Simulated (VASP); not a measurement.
Wanted: the native input for a VASP 6.6.1 run.

```
Task                   : relaxation of cell and atoms
Functional             : PBE
Dispersion             : D3(BJ)
Potentials or basis    : VASP PAW PBE potentials, release 64 (Pt)
Cutoff                 : 600 eV
k mesh                 : 16 × 16 × 16
Occupations            : methfessel-paxton, width 0.1 eV
Spin                   : no spin polarisation
Further INCAR settings : ALGO = Normal; EDIFF = 1e-06; IBRION = 2; EDIFFG = -0.01; NSW = 90; ISIF = 3
```

The structure of Pt lies in POSCAR:

```
Pt
1.0
    0.0000000000      1.9609000000      1.9609000000
    1.9609000000      0.0000000000      1.9609000000
    1.9609000000      1.9609000000      0.0000000000
Pt
1
Direct
    0.0000000000      0.0000000000      0.0000000000
```

One way to write it, as run:

INCAR

```
  PREC = Accurate
  ENCUT = 600
  EDIFF = 1E-6
  ISMEAR = 1
  SIGMA = 0.1
  LREAL = F
  LASPH = T
  NELM = 80
  ALGO = Normal
  ISIF = 3
  LWAVE = F
  LCHARG = F
  GGA = PE
  IVDW = 12
  IBRION = 2
  NSW = 90
  EDIFFG = -0.01
```

KPOINTS

```
Automatic mesh
0
Gamma
  16 16 16
```

Potentials or basis: VASP PAW PBE potentials, release 64 (Pt).

The run is started by

```console
$ cat potpaw_PBE.64/Pt/POTCAR > POTCAR
$ mpirun -np 1 vasp_std > vasp.out
```

Results of the run:

| Property | Result |
| --- | --- |
| Relaxed volume | 15.12 Å³/atom |
| Relaxed cell | a = 2.776 Å, b = 2.776 Å, c = 2.776 Å, α = 60.00°, β = 60.00°, γ = 60.00° |
| Space group after relaxing (to 0.05 Å) | Fm-3m (No. 225) |
| Energy gained by relaxing | 0.1 meV/atom |
| Ionic steps | 3 |
| Pressure after relaxing | 0.0 GPa |
| Band gap on the k mesh | none (metal or under the smearing width) |
| Dispersion energy per atom | -0.777 eV |

Caveat: pairwise dispersion overbinds metals, which lowers pressure and volume.

Run time: 16 s on 1 thread of Intel(R) Xeon(R) 6975P-C (Granite Rapids), with other jobs on the host, peak memory 0.17 GiB.
